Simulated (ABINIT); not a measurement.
Crystal: Ba.

```
Ba
1.0
     4.31161    0.00000    0.00000
    -2.15581    3.73397    0.00000
     0.00000    0.00000    3.91341
Ba
1
Direct
  0.00000 0.00000 0.00000
```

This isn't the form of Ba at room conditions, which is bcc.

* Program: ABINIT 10.8.3 (patched build)
* Task: single point
* Functional: PBE
* Potentials or basis: JTH PAW PBE v2.0
* Cutoff: 408 eV
* k mesh: 7 × 7 × 7
* Occupations: fermi-dirac, width 0.05 eV
* Spin: no spin polarisation

On this cell: pressure -0.2 GPa; band gap on the k mesh none (metal or under the smearing width).

The same run follows on a disturbed copy (cell strained at random at fixed volume):

```
CELL_PARAMETERS angstrom
4.22239 -0.05906 0.00604
-2.16235 3.80257 0.01168
0.00548 0.01541 3.95554
ATOMIC_POSITIONS crystal
Ba 0.00212 0.00475 0.99277
```

Task: What does the disturbed cell give?

Result: The energy (extrapolated to zero smearing) moves by +0.7 meV/atom; pressure -0.1 GPa; band gap on the k mesh none (metal or under the smearing width).

Stress tensor (GPa, compression positive):
```
 0.04  0.18  0.01
 0.18 -0.44  0.03
 0.01  0.03 -0.03
```

Caveats: this set's barium file shifts pressures by 1.5 GPa and gaps by 0.1 eV against other sets.
